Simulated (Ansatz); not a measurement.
This script drives Ansatz's Python interface.

Script `al2o3.py`:
```python
"""One structure of Al2O3 under several functionals."""

import ansatz
from tabulate import tabulate


def main() -> None:
    xtal = (
        ansatz.Lattice.from_parameters(3.01748, 3.01748, 7.57464, alpha=90, beta=90, gamma=120)
        .space_group(164)
        .atom("Al", (0.0, 0.0, 0.27795))
        .atom("O", (1 / 3, 2 / 3, 0.19945))
        .atom("O", (0.0, 0.0, 0.5))
    )

    model = xtal.calculation()
    model = model.basis(47 * ansatz.Ry).accuracy("medium")
    model = model.kpoints(7, 7, 3)
    model = model.occupations("Fixed")
    model = model.mixing("broyden", beta=0.3)
    model = model.eigensolver("davidson", full_accuracy=True)
    model = model.band_table()

    rows = []
    for value in ["pbesol", "blyp", "lda"]:
        summary = model.functional(value).run().report
        rows.append((value, summary["free_energy_ev"] / len(summary["lattice"]["sites"]), summary["n_iterations"], summary["gap_by_band_count_ev"], summary["n_kpoints"]))

    print(tabulate(rows, headers=["functional", "F/atom (eV)", "iterations", "gap by band count (eV)", "k-points"], floatfmt=".4f", tablefmt="github"))


if __name__ == "__main__":
    main()
```

It is started by `python al2o3.py`. How long does it take on 1 thread of Arm Neoverse V1 (shared host), and how much memory does it need?

It took about 19 s, with a peak of 0.37 GiB, for 3 runs of the engine.

```console
$ python al2o3.py
| functional   |   F/atom (eV) |   iterations |   gap by band count (eV) |   k-points |
|--------------|---------------|--------------|--------------------------|------------|
| pbesol       |     -547.5718 |            7 |                   2.1992 |         20 |
| blyp         |     -559.3514 |            7 |                   2.4868 |         20 |
| lda          |     -539.6233 |            7 |                   2.1995 |         20 |
```

Notes:
- Along an axis with an odd division the mesh misses the point at one half; a gap read on a finite mesh is an upper bound on this functional's gap.
- Semilocal gaps usually lie well under measured ones.
- This cell is a computed structure, which may not be the phase found in nature.
- Levels are Kohn-Sham eigenvalues on this mesh.
- Total energies of different functionals can't be compared; pressures, moments and gaps at this one structure can.
